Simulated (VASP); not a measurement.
# PbF2 (Fluorocronite) (Fm-3m) in VASP: further runs, part 2 of 2

VASP 6.6.1.

### Step 5. Phonons, PBE

This run uses another cell than the first one, of 17.95 Å³/atom, 1.053 times its volume.

Input file POSCAR:

```
PbF2
1.0
    0.0000000000      2.9970742129      2.9970742129
    2.9970742129      0.0000000000      2.9970742129
    2.9970742129      2.9970742129      0.0000000000
  Pb              F
     1     2
Direct
     0.0000000000000000    0.0000000000000000    0.0000000000000000
     0.2500000000000000    0.2500000000000000    0.2500000000000000
     0.7500000000000000    0.7500000000000000    0.7500000000000000
```

Input file INCAR.step1:

```
SYSTEM = PbF2
ALGO = Fast
EDIFF = 1E-8
EDIFFG = -0.002
ENCUT = 600
GGA = PE
IBRION = 2
ISIF = 3
ISMEAR = 0
KPAR = 2
LASPH = .True.
LCHARG = .False.
LREAL = .False.
LWAVE = .False.
NELM = 80
NSW = 40
PREC = Accurate
SIGMA = 0.03
```

Input file INCAR.step2:

```
SYSTEM = PbF2
ALGO = Fast
EDIFF = 1E-8
ENCUT = 600
GGA = PE
IBRION = 6
ISIF = 2
ISMEAR = 0
KPAR = 2
LASPH = .True.
LCHARG = .False.
LREAL = .False.
LWAVE = .False.
NELM = 80
NFREE = 2
NSW = 1
POTIM = 0.015
PREC = Accurate
SIGMA = 0.03
```

Input file KPOINTS:

```
k-points
0
Gamma
  8 8 8
  0 0 0
```

Potentials or basis: VASP PAW PBE potentials, release 64 (Pb_d, F).

On the command line:

```bash
$ cat potpaw_PBE.64/Pb_d/POTCAR potpaw_PBE.64/F/POTCAR > POTCAR
$ cp INCAR.step1 INCAR
$ mpirun -np 2 vasp_std > vasp.out
$ cp CONTCAR POSCAR
$ cp INCAR.step2 INCAR
$ mpirun -np 2 vasp_std > vasp.out
```

OUTCAR:

```text
SYSTEM = PbF2
   EDIFF = 1E-8
   ENCUT = 600
   GGA = PE
   IBRION = 6
   ISIF = 2
   ISMEAR = 0
   LASPH = .True.
   LREAL = .False.
   NELM = 80
   NFREE = 2
   NSW = 1
   POTIM = 0.015
   PREC = Accurate

 ion  position               nearest neighbor table
   1  0.000  0.000  0.000-   3 2.60   3 2.60   3 2.60   2 2.60   3 2.60   2 2.60   2 2.60   2 2.60

   2  0.250  0.250  0.250-   1 2.60   1 2.60   1 2.60   1 2.60
   3  0.750  0.750  0.750-   1 2.60   1 2.60   1 2.60   1 2.60

  LATTYP: Found a face centered cubic cell.
 ALAT       =     5.9933673835

  Lattice vectors:

 A1 = (   0.0000000000,   2.9966836918,   2.9966836918)
 A2 = (   2.9966836918,   0.0000000000,   2.9966836918)
 A3 = (   2.9966836918,   2.9966836918,   0.0000000000)

Analysis of symmetry for initial positions (statically):
=====================================================================
 Subroutine PRICEL returns:
 Original cell was already a primitive cell.

 Routine SETGRP: Setting up the symmetry group for a
 face centered cubic supercell.

 Subroutine GETGRP returns: Found 48 space group operations
 (whereof 48 operations were pure point group operations)
 out of a pool of 48 trial point group operations.

The static configuration has the point symmetry O_h .

Analysis of symmetry for dynamics (positions and initial velocities):
=====================================================================
 Subroutine PRICEL returns:
 Original cell was already a primitive cell.

[... 316 lines left out ...]
  free energy    TOTEN  =       -14.35367867 eV

  energy without entropy =      -14.35367867  energy(sigma->0) =      -14.35367867

 E-fermi :   1.6601     XC(G=0):  -9.2414

 val. band max:        1.4880020822   @ k =   0.5000   0.0000   0.0000
 cond. band min:       5.9058208574   @ k =   0.5000   0.5000   0.0000
 fundamental gap:      4.4178187752
 Fermi energy:         1.6600742477

 k-point     1 :       0.0000    0.0000    0.0000
  band No.  band energies     occupation
      1     -19.3460      2.00000
      2     -18.7831      2.00000
      3     -12.9177      2.00000
      4     -12.9168      2.00000
      5     -12.9159      2.00000
      6     -12.8734      2.00000
[... 481 lines left out ...]
      5     -12.8499      2.00000
      6     -12.8206      2.00000
[... 10 lines left out ...]
     17       9.0987      0.00000
     18      12.4310      0.00000

 [... further k-points ...]

------------------------ aborting loop because EDIFF is reached ----------------------------------------

  FORCE on cell =-STRESS in cart. coord.  units (eV):
  Direction    XX          YY          ZZ          XY          YZ          ZX
  --------------------------------------------------------------------------------------
  -------------------------------------------------------------------------------------
  Total        0.0028887      0.0021547      0.0021547      0.0000000      0.0330987      0.0000000
  in kB        0.0859920      0.0641432      0.0641432      0.0000000      0.9853017      0.0000000
  external PRESSURE =       0.0714261 kB  Pullay stress =       0.0000000 kB
[... 18 lines left out ...]
  FREE ENERGIE OF THE ION-ELECTRON SYSTEM (eV)
  ---------------------------------------------------
  free  energy   TOTEN  =       -14.3536786713 eV

  energy  without entropy=      -14.3536786713  energy(sigma->0) =      -14.35367867

 INTERNAL STRAIN TENSORS FROM DISPLACED ATOMS
 ============================================

 INTERNAL STRAIN TENSOR FOR ION    1 for displacements in x,y,z  (eV/Angst):
          X           Y           Z          XY          YZ          ZX
  --------------------------------------------------------------------------------
  x     0.00000     0.00000     0.00000     0.00000     0.00000     0.00000
  y     0.00000     0.00000     0.00000     0.00000     0.00000     0.00000
  z     0.00000     0.00000     0.00000     0.00000     0.00000     0.00000

 INTERNAL STRAIN TENSOR FOR ION    3 for displacements in x,y,z  (eV/Angst):
          X           Y           Z          XY          YZ          ZX
  --------------------------------------------------------------------------------
  x     0.00000     0.00000     0.00000     0.00000     2.20975     0.00000
  y    -0.00000     0.00000    -0.00000     0.00000     0.00000     2.20975
  z    -0.00000    -0.00000     0.00000     2.20975     0.00000     0.00000

 Eigenvectors and eigenvalues of the dynamical matrix
 ----------------------------------------------------

   1 f  =    7.153062 THz    44.944016 2PiTHz  238.600474 cm-1    29.582675 meV
             X         Y         Z           dx          dy          dz
      0.000000  0.000000  0.000000    -0.000000    0.000000    0.000000
      1.498342  1.498342  1.498342     0.707107   -0.000599   -0.000000
      4.495026  4.495026  4.495026    -0.707107    0.000599    0.000000
[... 43 lines left out ...]
   9 f/i=    0.013523 THz     0.084966 2PiTHz    0.451073 cm-1     0.055926 meV
             X         Y         Z           dx          dy          dz
      0.000000  0.000000  0.000000    -0.135749   -0.907090   -0.020835
      1.498342  1.498342  1.498342    -0.041632   -0.278189   -0.006390
      4.495026  4.495026  4.495026    -0.041632   -0.278189   -0.006390

 ELASTIC MODULI CONTR FROM IONIC RELAXATION (kBar)
 Direction    XX          YY          ZZ          XY          YZ          ZX
 --------------------------------------------------------------------------------
 XX          -0.0000     -0.0000     -0.0000      0.0000     -0.0000      0.0000
 YY          -0.0000     -0.0000     -0.0000      0.0000     -0.0000     -0.0000
 ZZ          -0.0000     -0.0000     -0.0000     -0.0000     -0.0000      0.0000
 XY           0.0000      0.0000     -0.0000    -73.0942      0.0000      0.0000
 YZ          -0.0000     -0.0000     -0.0000      0.0000    -73.0942     -0.0000
 ZX           0.0000     -0.0000      0.0000      0.0000     -0.0000    -73.0942
 --------------------------------------------------------------------------------
```

OUTCAR.step1:

```text
SYSTEM = PbF2
   EDIFF = 1E-8
   EDIFFG = -0.002
   ENCUT = 600
   GGA = PE
   IBRION = 2
   ISIF = 3
   ISMEAR = 0
   LASPH = .True.
[... 783 lines left out ...]
      1.49834      1.49834      1.49834        -0.000000      0.000000     -0.000000
      4.49503      4.49503      4.49503         0.000000     -0.000000      0.000000
 -----------------------------------------------------------------------------------
    total drift:                                0.000000      0.000000      0.000000

  FREE ENERGIE OF THE ION-ELECTRON SYSTEM (eV)
  ---------------------------------------------------
  free  energy   TOTEN  =       -14.3540608333 eV

  energy  without entropy=      -14.3540608333  energy(sigma->0) =      -14.35406083

 reached required accuracy - stopping structural energy minimisation
```

OSZICAR.step1:

```text
N       E                     dE             d eps       ncg     rms          rms(c)
DAV:   1     0.319395667279E+03    0.31940E+03   -0.16285E+04  1046   0.195E+03
DAV:   2     0.122208026886E+02   -0.30717E+03   -0.29629E+03  1200   0.477E+02
DAV:   3    -0.155384846870E+02   -0.27759E+02   -0.27508E+02  1222   0.158E+02
[... 21 lines left out ...]
RMM:   4    -0.143540603457E+02    0.98515E-07   -0.53596E-06  1097   0.248E-02    0.142E-03
RMM:   5    -0.143540607323E+02   -0.38662E-06   -0.12430E-06  1299   0.130E-02    0.504E-04
RMM:   6    -0.143540607839E+02   -0.51600E-07   -0.26435E-07  1062   0.650E-03    0.399E-04
RMM:   7    -0.143540608369E+02   -0.52926E-07   -0.87691E-08   826   0.461E-03    0.258E-04
RMM:   8    -0.143540608333E+02    0.35884E-08   -0.36433E-08   744   0.276E-03
   2 F= -.14354061E+02 E0= -.14354061E+02  d E =-.124619E-05
```

Wall time 2.6 min (2 MPI ranks of AMD EPYC 9R45 (Zen 5), shared host); peak memory 0.3 GiB.

Results:

```
Highest phonon frequency at Γ, LO-TO splitting left out : 239 cm⁻¹
```

Phonon frequencies in cm⁻¹ (negative: imaginary):
```tsv
q point	frequencies
(0.000, 0.000, 0.000)	0 0 0 97 97 97 239 239 239
```

### Step 6. Overview

```tsv
task	level	cell	k mesh	cutoff (eV)	grid for exact exchange (PRECFOCK)	screening parameter	exchange at q = 0	share of exact exchange	by perturbation theory	gap on the mesh (eV)	pressure (GPa)
band structure	HSE06	Fm-3m, 17.05 Å³/atom	6 × 6 × 6	520	Fast	0.2 1/A	-	-	-	5.76	2.2
band structure	PBE0	Fm-3m, 17.05 Å³/atom	6 × 6 × 6	520	Fast	-	truncated	-	-	6.46	2.1
band structure	PBE-EpsX	Fm-3m, 17.05 Å³/atom	6 × 6 × 6	520	Fast	-	truncated	0.2994	-	6.87	1.8
phonons	PBE	Fm-3m, 17.95 Å³/atom	8 × 8 × 8	600	-	-	-	-	no	-	-
```

Alike in all rows: potentials or basis VASP PAW PBE potentials, release 64 (Pb_d, F); no spin polarisation; smearing gaussian 0.03 eV.

On the cell as given the gap runs from 5.73 eV (HSE06) to 6.83 eV (PBE-EpsX). The pressure there spans 1.8 GPa (PBE-EpsX) to 2.2 GPa (HSE06); a positive pressure means that this level wants a larger cell, a negative one a smaller.

Caveats: the PAW data sets were made with another functional, which shifts forces and pressure a little (some runs); spin-orbit coupling is left out, which as a rule narrows the gap of such compounds by several tenths of an eV (some runs).

Total energies depend on the potentials used, so only differences within one code and one set of settings carry meaning.
